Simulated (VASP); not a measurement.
Input of a VASP 6.6.1 run:

Contents of INCAR:

```
PREC     = Accurate       # precision mode
ENCUT    = 520            # plane-wave cutoff, eV
EDIFF    = 1E-6           # SCF threshold, eV
ISMEAR   = -1             # smearing method
SIGMA    = 0.03           # smearing width, eV
LREAL    = F              # projectors in reciprocal space
LASPH    = T              # aspherical terms in the spheres
NELM     = 100            # most SCF steps
ALGO     = Normal         # electronic algorithm
ISIF     = 2              # what is computed and relaxed
LWAVE    = F              # write WAVECAR
LCHARG   = T              # write CHGCAR
GGA      = PE             # functional
LELF     = T              # ELF
LVHAR    = T            
NBANDS   = 16             # bands
```

File KPOINTS:

```
Automatic mesh
0
Gamma
  13 13 10
```

Contents of POSCAR:

```
ZrB2
1.0
    3.1649998255      0.0000000000      0.0000000000
   -1.5824999128      2.7409702519      0.0000000000
    0.0000000000      0.0000000000      3.5200000000
Zr B
1 2
Direct
    0.0000000000      0.0000000000      0.0000000000
    0.3333333333      0.6666666667      0.5000000000
    0.6666666667      0.3333333333      0.5000000000
```

Potentials or basis: VASP PAW PBE potentials, release 64 (Zr_sv, B).

Run with:

```sh
$ cat potpaw_PBE.64/Zr_sv/POTCAR potpaw_PBE.64/B/POTCAR > POTCAR
$ mpirun -np 1 vasp_std > vasp.out
```

(1) Predict the band gap on the k mesh.

(2) Predict the pressure.

Answers

(1) none (metal or under the smearing width).

(2) 2.6 GPa.
